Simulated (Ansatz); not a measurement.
**Calculated quadrupolar parameters for InP under strain**

The cell is a structure deposited in the COD, relaxed with PBE at fixed cell and then changed (z compressed by 3 %, ions relaxed).

```cif
data_structure
_symmetry_space_group_name_H-M 'P 1'
_symmetry_Int_Tables_number 1
_cell_length_a 4.0880
_cell_length_b 4.0880
_cell_length_c 4.1498
_cell_angle_alpha 59.499
_cell_angle_beta 59.499
_cell_angle_gamma 61.002
_cell_volume 49.02
loop_
_atom_site_label
_atom_site_type_symbol
_atom_site_fract_x
_atom_site_fract_y
_atom_site_fract_z
_atom_site_occupancy
In1 In 0.00000 0.00000 0.00000 1
P2 P 0.25000 0.25000 0.25000 1
```

Atoms are numbered from 1 in the order listed; like atoms form one site, named after its first atom.

Level of theory: DFT, PBE, plane waves and PAW, scalar-relativistic, 420 eV cutoff, Γ-centred 13×13×13 k-points, Fermi–Dirac smearing 0.02 eV (Ansatz 0.2.0).

Conventions: |V_zz| ≥ |V_yy| ≥ |V_xx|, η = (V_xx − V_yy)/V_zz, C_Q = eQV_zz/h.

In-113: I = 9/2, Q = 761.0 mb. Nuclear quadrupole moments: year-2017 set (Pyykkö).

```json
{"site": "In", "atoms (order as listed)": "1", "first shell": "4 P at 2.52 Å", "V_xx, V_yy, V_zz (10²¹ V/m²)": "-0.61, -0.61, 1.23", "η": "0.00", "C_Q (MHz)": "22.6"}
{"site": "P", "atoms (order as listed)": "2", "first shell": "4 In at 2.52 Å", "V_xx, V_yy, V_zz (10²¹ V/m²)": "0.19, 0.19, -0.38", "η": "0.00", "C_Q (MHz)": "–"}
```

An axis of threefold or higher order runs through In and P, so V_zz lies along it and η is zero.

P has no stable isotope with a ground-state quadrupole moment in the table, so no C_Q is given.

Without spin–orbit coupling (the program notes it for In) the gradients can shift somewhat, as the gap is small. At this changed cell the PBE pressure is 5 GPa.

The relaxation (1 step) took 14 s of wall time (14 s of CPU time) and 0.57 GiB at its peak, on 1 thread of Intel Xeon Platinum 8488C (Sapphire Rapids) (x86_64; 16 cores open to the job, memory cap 3.0 GiB, no GPU), a shared host with a load of 0.4 a core.
